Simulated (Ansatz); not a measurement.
**How settings move the G0W0 gap of N (P6_3/mmc)**

A 4-atom cell of N (P6_3/mmc) from a materials database, relaxed with r2SCAN+rVV10; one-shot G0W0 in Ansatz without spin-orbit coupling. No spin polarisation and no zero-point or thermal motion.

```cif
data_structure
_symmetry_space_group_name_H-M 'P6_3/mmc'
_symmetry_Int_Tables_number 194
_cell_length_a 3.5804
_cell_length_b 3.5804
_cell_length_c 7.6415
_cell_angle_alpha 90.000
_cell_angle_beta 90.000
_cell_angle_gamma 120.000
_cell_volume 84.84
loop_
_atom_site_label
_atom_site_type_symbol
_atom_site_symmetry_multiplicity
_atom_site_Wyckoff_symbol
_atom_site_fract_x
_atom_site_fract_y
_atom_site_fract_z
_atom_site_occupancy
N1 N 4 f 0.33333 0.66667 0.32157 1
```

Gaps are read over the mesh points alone. G0W0 values are finite-basis, finite-mesh values.
```tsv
start	potentials	frequency model	mesh	empty bands	screening cutoff (eV)	Kohn-Sham gap (eV)	G0W0 gap (eV)	rough cost
r2SCAN	PAW	contour deformation	6×6×2	137	80	7.74	13.67	70 core-seconds
r2SCAN	PAW	contour deformation	6×6×2	319	140	7.74	13.71	6 core-minutes
r2SCAN	PAW	contour deformation	6×6×2	586	210	7.74	13.76	27 core-minutes
HSE06	PAW	contour deformation	6×6×2	319	140	9.37	13.96	10 core-minutes
LDA	PAW	contour deformation	6×6×2	319	140	6.90	13.06	5 core-minutes
PBE	PAW	contour deformation	6×6×2	319	140	7.08	13.27	5 core-minutes
r2SCAN	PAW	Godby-Needs pole	6×6×2	319	140	7.74	13.68	9 core-minutes
r2SCAN	PAW	contour deformation	6×6×4	137	80	7.74	13.67	3 core-minutes
r2SCAN	norm-conserving	contour deformation	6×6×2	319	140	7.74	13.67	9 core-minutes
```

The quasiparticle gap on this mesh is 13.76 eV (Γ–K (0.50 of the way from Γ) to M), against 7.74 eV from r2SCAN: +6.02 eV. Renormalisation factors Z lie between 0.84 and 0.88.

Raising bands and cutoff together moves the gap by +0.04 eV (80 to 140 eV), then +0.05 eV (140 to 210 eV); the last step is still large, so the basis limit isn't reached. Starting from HSE06 (9.37 eV against r2SCAN's 7.74 eV) gives 13.96 eV, +0.25 eV from G0W0@r2SCAN at the same screening cutoff. Starting from LDA (6.90 eV against r2SCAN's 7.74 eV) gives 13.06 eV, -0.65 eV from G0W0@r2SCAN at the same screening cutoff. Starting from PBE (7.08 eV against r2SCAN's 7.74 eV) gives 13.27 eV, -0.44 eV from G0W0@r2SCAN at the same screening cutoff. The Godby-Needs plasmon pole differs from contour deformation by -0.03 eV. A 6×6×4 mesh in place of 6×6×2 changes the opening over r2SCAN by -0.01 eV (the gap on the mesh by 0.00 eV). Norm-conserving potentials (wave cutoff 1252 eV against 500 eV) shift the quasiparticle gap by -0.04 eV and the r2SCAN gap by 0.00 eV. r2SCAN runs take a wave cutoff of 500 eV.
